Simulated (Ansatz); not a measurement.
# LiH: a single-point run

Wanted: a converged single-point run for LiH, and a check of what comes out. The structure is shown as the input types it. The cell is built on a prototype (CsCl type) and needn't be the phase found in nature.

Computed with Ansatz 0.2.0 (density functional or hybrid calculation with the settings of its input, plane waves (as first typed), unless a step's input says otherwise).

2 further runs of the same task are left out: 2 that didn't finish.

## 1. The system as given

Symmetry: Pm-3m, No. 221, cubic system. The conventional cell has a = 2.502 Å, b = 2.502 Å, c = 2.502 Å, α = 90.00°, β = 90.00°, γ = 90.00°. Li (site symmetry m-3m) is surrounded by 8 H at 2.17 Å. Around H (site symmetry m-3m) lie 8 Li at 2.17 Å.

As a file:

```xyz
2
Lattice="2.5017 0.0000 0.0000 0.0000 2.5017 0.0000 0.0000 0.0000 2.5017" Properties=species:S:1:pos:R:3 pbc="T T T"
Li    0.0000    0.0000    0.0000
H     1.2508    1.2508    1.2508
```

## 2. The calculation

File input.yaml:

```yaml
crystal:
  lattice:
    - [2.5016587118, 0.0, 0.0]
    - [0.0, 2.5016587118, 0.0]
    - [0.0, 0.0, 2.5016587118]
  atoms:
    - { symbol: Li, position: [0.0, 0.0, 0.0] }
    - { symbol: H, position: [0.5, 0.5, 0.5] }
kpoints:
  mp_grid: { grid: [8, 8, 8] }
hamiltonian:
  xc: pbesol
scf:
  occupations: { method: gaussian, width: 4 }
  n_extra_bands: 4
output:
  forces: true
  stress: true
  eigenvalues: true
```

Run with:

```sh
$ ansatz run input.yaml --threads 4 --pin off --max-ram 3686MiB --backend cpu --events-out ev --progress --plain --runs-dir out
```

What happens when this is run?

This run ends as converged. That alone doesn't make the input a sound one.

The suspect setting: scf.occupations.method is gaussian; scf.occupations.width is 4. Occupations are smeared over electronvolts, wider than many features of the bands.

To check: delete scf.occupations.width (the default then holds) and set scf.occupations.method to fixed.
